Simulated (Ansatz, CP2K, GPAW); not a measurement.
# One calculation of Tl, 3 ways

```
Tl
1.0
     3.45600    0.00000    0.00000
    -1.72800    2.99298    0.00000
     0.00000    0.00000    5.52500
Tl
2
Direct
  0.66667 0.33333 0.75000
  0.33333 0.66667 0.25000
```

Alike in all runs: task band structure; functional revPBE; k mesh 9 × 9 × 5; occupations methfessel-paxton, width 0.2 eV; no spin polarisation; no spin-orbit coupling. Pressure is positive in compression and, in plane waves, holds the error of the finite cutoff.

```json
{"program and potentials": "GPAW, the program's PAW data sets (release 1.2.1) made for this functional", "plane-wave cutoff (eV)": "600", "notes": "-", "pressure (GPa)": "4.46"}
{"program and potentials": "CP2K, POTENTIAL_UZH Tl GTH-PBE-q13; TZVP-MOLOPT-PBE-GTH basis", "plane-wave cutoff (eV)": "-", "notes": "atomic basis; potentials made for PBE", "pressure (GPa)": "4.82"}
{"program and potentials": "Ansatz, all-electron LAPW, scalar-relativistic", "plane-wave cutoff (eV)": "-", "notes": "-", "pressure (GPa)": "4.81"}
```

The pressure spans 4.46 (GPAW, the program's PAW data sets (release 1.2.1) made for this functional) to 4.82 GPa (CP2K, POTENTIAL_UZH Tl GTH-PBE-q13; TZVP-MOLOPT-PBE-GTH basis), with all-electron results at 4.81. Rows in atomic bases carry the error of their basis and grid, which can be large.

The functional is the same throughout but for its coding, so the spread measures potentials, basis and numerics; runs on potential files found faulty are left out.
